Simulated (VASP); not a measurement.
**H: single point with r2SCAN+D3(BJ)**

The system is H.

```xyz
12
Lattice="5.6462 0.0000 0.0000 0.0000 5.6462 0.0000 0.0000 0.0000 5.6462" Properties=species:S:1:pos:R:3 pbc="T T T"
H     1.2701    4.5289    4.7169
H     0.8583    5.0691    4.6131
H     3.6822   -0.5185    0.0641
H     3.2868   -0.4227    0.6833
H     5.4582    0.9452    3.7335
H     4.8698    0.8998    4.0863
H     3.7582    2.5674    5.1624
H     3.9804    2.0551    5.6140
H     2.8347    3.4470    2.7359
H     2.1514    3.1906    2.5416
H     6.7112    6.2134    1.0430
H     6.1551    6.4531    1.4735
```

The cell was built by a generator and needn't be a form met in nature.

```yaml
Program: VASP 6.6.1
Task: single point
Functional: r2SCAN
Dispersion: D3(BJ)
Potentials_or_basis: VASP PAW PBE potentials, release 64 (H)
Cutoff: 520 eV
k_mesh: 1 × 1 × 1
Occupations: fermi-dirac, width 0.02 eV
Spin: no spin polarisation
Dipole_correction: no
Further_INCAR_settings: ALGO = Normal; EDIFF = 1e-06; NBANDS = 18
```

```
Pressure                   : 1.6 GPa
Largest force              : 2.340 eV/Å
Band gap on the k mesh     : 10.92 eV, direct
Dispersion energy per atom : -0.007 eV
```

Forces on the atoms (eV/Å):
```
H    1.384 -1.856  0.342
H   -1.317  1.687 -0.339
H   -0.073  0.026  0.141
H    0.088 -0.043 -0.069
H    1.895  0.144 -1.230
H   -1.933 -0.143  1.039
H   -0.270  0.554 -0.444
H    0.205 -0.434  0.523
H   -0.432 -0.174 -0.140
H    0.431  0.156  0.127
H   -0.098  0.085  0.116
H    0.121 -0.003 -0.066
```

Stress tensor (GPa, compression positive):
```
 1.69 -1.05 -0.45
-1.05  1.98 -0.27
-0.45 -0.27  1.20
```

Levels at points of the mesh, in eV from the valence-band top:
| k point | band 2 | band 3 | band 4 | band 5 | band 6 | band 7 | band 8 | band 9 | band 10 | band 11 |
| --- | --- | --- | --- | --- | --- | --- | --- | --- | --- | --- |
| (0.00, 0.00, 0.00) | -0.86 | -0.81 | -0.53 | -0.38 | 0.00 | 10.92 | 11.13 | 11.28 | 11.74 | 12.25 |

Wall time 23 s on 1 thread of Intel(R) Xeon(R) 6975P-C (Granite Rapids), with other jobs on the host, peak memory 0.25 GiB.

Caveat: the PAW data sets were made with another functional, which shifts forces and pressure a little. r2SCAN opens gaps a little over a GGA but as a rule still falls short of measured ones.
